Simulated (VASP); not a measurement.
# GaSb (F-43m) in VASP: notebook, part 2 of 2

VASP 6.6.1. Earlier steps stand in the parts before.

## 3. Single point, PBE (volume changed by -3%)

Input file INCAR:

```
SYSTEM = GaSb
PREC = Accurate
ENCUT = 520
EDIFF = 1E-6
ISMEAR = -1
SIGMA = 0.02
LREAL = .False.
LASPH = .True.
NELM = 80
ALGO = Normal
ISIF = 2
LWAVE = .False.
LCHARG = .True.
GGA = PE
LELF = .True.
LVHAR = .True.
NBANDS = 16
```

Input file KPOINTS:

```
regular mesh
0
Gamma
  6 6 6
  0 0 0
```

Input file POSCAR:

```
GaSb
1.0
    0.0000000000      3.0784908404      3.0784908404
    3.0784908404      0.0000000000      3.0784908404
    3.0784908404      3.0784908404      0.0000000000
Ga Sb
1 1
Direct
    0.0000000000      0.0000000000      0.0000000000
    0.2500000000      0.2500000000      0.2500000000
```

Potentials or basis: VASP PAW PBE potentials, release 64 (Ga_d, Sb).

Launch:

```
$ cat potpaw_PBE.64/Ga_d/POTCAR potpaw_PBE.64/Sb/POTCAR > POTCAR
$ mpirun -np 1 vasp_std > vasp.out
```

It took 10 s on 1 thread of AMD EPYC 9R45 (Zen 5), shared host; peak memory 0.15 GiB.

Results (log left out):

| Item | Value |
| --- | --- |
| Free energy | -7.3349 eV |
| Pressure | 1.5 GPa |
| Band gap on the k mesh | zero (filled and empty bands touch) |

Levels at points of the mesh, in eV from the Fermi level:
```tsv
k point	band 7	band 8	band 9	band 10	band 11	band 12
(0.00, 0.00, 0.00)	-0.11	-0.01	-0.01	-0.01	2.76	2.76
(0.50, 0.00, 0.00)	-6.29	-1.14	-1.14	0.35	3.73	3.73
(0.50, 0.50, 0.00)	-6.74	-2.52	-2.52	0.91	1.27	8.54
```

Caveat: the cell differs from its parent crystal (volume changed by -3%); spin-orbit coupling is left out, which moves the levels of the heavy elements.

## 4. Single point, PBE

This run uses another cell than the first one, of 30.08 Å³/atom, 1.064 times its volume.

Input file INCAR:

```
PREC = Accurate ; ENCUT = 520
EDIFF = 1E-7 ; ISMEAR = -1
SIGMA = 0.02 ; LREAL = F
LASPH = T ; NELM = 100
ALGO = Normal ; ISIF = 2
LWAVE = F ; LCHARG = T
GGA = PE ; LELF = T
LVHAR = T ; NBANDS = 16
```

Input file KPOINTS:

```
Automatic mesh
0
Gamma
  6 6 6
```

Input file POSCAR:

```
GaSb
1.0
    0.0000000000      3.1099061821      3.1099061821
    3.1099061821      0.0000000000      3.1099061821
    3.1099061821      3.1099061821      0.0000000000
Ga Sb
1 1
Direct
    0.0000000000      0.0000000000      0.0000000000
    0.2500000000      0.2500000000      0.2500000000
```

Potentials or basis: VASP PAW PBE potentials, release 64 (Ga_d, Sb).

Launch:

```
$ cat potpaw_PBE.64/Ga_d/POTCAR potpaw_PBE.64/Sb/POTCAR > POTCAR
$ mpirun -np 1 vasp_std > vasp.out
```

OUTCAR:

```text
PREC = Accurate
   ENCUT = 520
   EDIFF = 1E-7
   ISMEAR = -1
   LREAL = F
   LASPH = T
   NELM = 100
   ISIF = 2
   GGA = PE

 ion  position               nearest neighbor table
   1  0.000  0.000  0.000-   2 2.69   2 2.69   2 2.69   2 2.69
   2  0.250  0.250  0.250-   1 2.69   1 2.69   1 2.69   1 2.69

  LATTYP: Found a face centered cubic cell.
 ALAT       =     6.2198123642

  Lattice vectors:

 A1 = (   0.0000000000,   3.1099061821,   3.1099061821)
 A2 = (   3.1099061821,   0.0000000000,   3.1099061821)
 A3 = (   3.1099061821,   3.1099061821,   0.0000000000)

Analysis of symmetry for initial positions (statically):
=====================================================================
 Subroutine PRICEL returns:
 Original cell was already a primitive cell.

 Routine SETGRP: Setting up the symmetry group for a
 face centered cubic supercell.

 Subroutine GETGRP returns: Found 24 space group operations
 (whereof 24 operations were pure point group operations)
 out of a pool of 48 trial point group operations.

The static configuration has the point symmetry T_d .
[... 148 lines left out ...]
  free energy    TOTEN  =        -7.34332795 eV

  energy without entropy =       -7.34297432  energy(sigma->0) =       -7.34315114

 E-fermi :   4.3992     XC(G=0):  -8.8687

 val. band max:        4.3852998324   @ k =   0.0000   0.0000   0.0000
 cond. band min:       4.6880030437   @ k =   0.5000   0.0000   0.0000
 fundamental gap:      0.3027032113
 Fermi energy:         4.3991623141

 k-point     1 :       0.0000    0.0000    0.0000
  band No.  band energies     occupation
      1     -10.5647      2.00000
      2     -10.5647      2.00000
      3     -10.5647      2.00000
      4     -10.5223      2.00000
      5     -10.5223      2.00000
      6      -6.7578      2.00000
[... 281 lines left out ...]
      3     -10.5452      2.00000
      4     -10.5286      2.00000
      5     -10.5206      2.00000
      6      -4.4699      2.00000
[... 8 lines left out ...]
     15      14.1471      0.00000
     16      15.4961      0.00000

------------------------ aborting loop because EDIFF is reached ----------------------------------------

  FORCE on cell =-STRESS in cart. coord.  units (eV):
  Direction    XX          YY          ZZ          XY          YZ          ZX
  --------------------------------------------------------------------------------------
  -------------------------------------------------------------------------------------
  Total        0.0111666      0.0111666      0.0111666     -0.0000000      0.0000000     -0.0000000
  in kB        0.2974122      0.2974122      0.2974122     -0.0000000      0.0000000     -0.0000000
  external PRESSURE =       0.2974122 kB  Pullay stress =       0.0000000 kB

 VOLUME and BASIS-vectors are now :
 -----------------------------------------------------------------------------
  energy-cutoff  :      520.00
  volume of cell :       60.16
      direct lattice vectors                 reciprocal lattice vectors
     0.000000000  3.109906182  3.109906182    -0.160776554  0.160776554  0.160776554
     3.109906182  0.000000000  3.109906182     0.160776554 -0.160776554  0.160776554
     3.109906182  3.109906182  0.000000000     0.160776554  0.160776554 -0.160776554

 POSITION                                       TOTAL-FORCE (eV/Angst)
 -----------------------------------------------------------------------------------
      0.00000      0.00000      0.00000        -0.000000     -0.000000     -0.000000
      1.55495      1.55495      1.55495         0.000000      0.000000      0.000000
 -----------------------------------------------------------------------------------
    total drift:                                0.000001      0.000001      0.000001

  FREE ENERGIE OF THE ION-ELECTRON SYSTEM (eV)
  ---------------------------------------------------
  free  energy   TOTEN  =        -7.3433279482 eV

  energy  without entropy=       -7.3429743223  energy(sigma->0) =       -7.34315114
```

stdout:

```text
POSCAR found type information on POSCAR GaSb
 POSCAR found :  2 types and       2 ions
 scaLAPACK will be used
 LDA part: xc-table for (Slater+PW92), standard interpolation
 POSCAR, INCAR and KPOINTS ok, starting setup
 FFT: planning ... GRIDC
 FFT: planning ... GRID_SOFT
 FFT: planning ... GRID
 WAVECAR not read
 entering main loop
```

Run time: 18 s. Hardware: 1 thread of AMD EPYC 9R45 (Zen 5), shared host; peak memory 0.17 GiB.

Results:

| Property | Result |
| --- | --- |
| Free energy | -7.3433 eV |
| Pressure | 0.0 GPa |
| Band gap on the k mesh | zero (filled and empty bands touch) |

Levels at points of the mesh, in eV from the Fermi level:
```
           k point  band 6  band 7  band 8  band 9  band 10  band 11  band 12  band 13
(0.00, 0.00, 0.00)  -11.16   -0.32   -0.01   -0.01    -0.01     2.77     2.77     2.77
(0.50, 0.00, 0.00)   -9.66   -6.15   -1.09   -1.09     0.29     3.73     3.73     6.48
(0.50, 0.50, 0.00)   -8.90   -6.61   -2.42   -2.42     0.94     1.33     8.35     8.35
```

Caveat: spin-orbit coupling is left out, which moves the levels of the heavy elements.

## 5. Single point, PBE (volume changed by +3%)

Input file INCAR:

```
SYSTEM = GaSb
  ALGO = Normal
  EDIFF = 1E-6
  ENCUT = 520
  GGA = PE
  ISIF = 2
  ISMEAR = -1
  LASPH = .True.
  LCHARG = .False.
  LREAL = .False.
  LWAVE = .False.
  NBANDS = 16
  NELM = 60
  PREC = Accurate
  SIGMA = 0.02
```

Input file KPOINTS:

```
k-points
0
Gamma
  6 6 6
  0 0 0
```

Input file POSCAR:

```
GaSb
1.0
    0.0000000000      3.1406993350      3.1406993350
    3.1406993350      0.0000000000      3.1406993350
    3.1406993350      3.1406993350      0.0000000000
Ga Sb
1 1
Direct
    0.0000000000      0.0000000000      0.0000000000
    0.2500000000      0.2500000000      0.2500000000
```

Launch:

```
$ cat potpaw_PBE.64/Ga_d/POTCAR potpaw_PBE.64/Sb/POTCAR > POTCAR
$ mpirun -np 1 vasp_std > vasp.out
```

Wall time 16 s (1 thread of AMD EPYC 9R45 (Zen 5), shared host); peak memory 0.17 GiB.

The run converged. Its results:

```
Free energy            : -7.3365 eV
Pressure               : -1.2 GPa
Band gap on the k mesh : zero (filled and empty bands touch)
```

Levels at points of the mesh, in eV from the Fermi level:
```tsv
k point	band 6	band 7	band 8	band 9	band 10	band 11	band 12	band 13
(0.00, 0.00, 0.00)	-10.97	-0.52	-0.01	-0.01	-0.01	2.77	2.77	2.77
(0.50, 0.00, 0.00)	-9.54	-6.02	-1.05	-1.05	0.23	3.72	3.72	6.49
(0.50, 0.50, 0.00)	-8.82	-6.49	-2.33	-2.33	0.96	1.38	8.16	8.16
```

Caveat: the cell differs from its parent crystal (volume changed by +3%); spin-orbit coupling is left out, which moves the levels of the heavy elements.

## 6. The runs side by side

```tsv
cell	gap on the mesh (eV)	pressure (GPa)
a = 4.308 Å, angles 60.0°, 2 atoms	0.12	3.1
a = 4.354 Å, angles 60.0°, 2 atoms	none	1.5
a = 4.398 Å, angles 60.0°, 2 atoms	none	0.0
a = 4.442 Å, angles 60.0°, 2 atoms	none	-1.2
```

Alike in all rows: task single point; level PBE; potentials or basis VASP PAW PBE potentials, release 64 (Ga_d, Sb); no spin polarisation; k mesh 6 × 6 × 6; cutoff (eV) 520; smearing fermi-dirac 0.02 eV.

Caveats: spin-orbit coupling is left out, which moves the levels of the heavy elements.

Total energies depend on the potentials used, so only differences within one code and one set of settings carry meaning.

## 7. Against experiment

Step 4. A measured gap of GaSb is 0.811 eV (direct; 4.2 K; a printed reference work, data compilation); the calculated 0.00 eV misses it by -0.81 eV. Spin-orbit coupling on Ga, Sb is left out. The value is that of PBE on a finite k mesh, which can miss the band edges, without temperature or zero-point motion. Semilocal functionals fall short of measured gaps as a rule.
